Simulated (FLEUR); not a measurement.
Rh: equation of state with PBEsol

**The experiment to reproduce.**

“Thermal equation of state of rhodium characterized by XRD in a resistively heated diamond anvil cell”, 2024, pmc:11535440 quotes, for a bulk crystal of Rh: bulk modulus 264 ± 1 GPa.

Crystal: Rh.

```
Rh
1.0
     0.00000    1.89785    1.89785
     1.89785    0.00000    1.89785
     1.89785    1.89785    0.00000
Rh
1
Direct
  0.00000 0.00000 0.00000
```

* Program: FLEUR MaX-R8.1 (later development tree)
* Task: equation of state
* Functional: PBEsol
* Potentials or basis: all-electron
* Basis: FLAPW
* Kmax: 4.26 1/bohr
* k mesh: 12 × 12 × 12
* Occupations: fermi-dirac, width 0.05 eV
* Spin: no spin polarisation

```json
{"Equilibrium volume": "13.49 Å³/atom", "Bulk modulus": "296 GPa", "Pressure derivative of the bulk modulus": "5.1"}
```

Energy against volume, from the lowest point:
| volume (Å³/atom) | energy (meV/atom) |
| --- | --- |
| 12.851 | 30.64 |
| 13.125 | 9.24 |
| 13.398 | 0.00 |
| 13.671 | 1.29 |
| 13.945 | 12.31 |
| 14.218 | 31.57 |
| 14.492 | 58.20 |

A measured bulk modulus of Rh is 264 GPa (quoted in “Thermal equation of state of rhodium characterized by XRD in a resistively heated diamond anvil cell”, 2024, pmc:11535440); the calculated 296 GPa misses it by +12.2 %. The fit is for a static lattice scaled at fixed shape and fixed fractional positions.
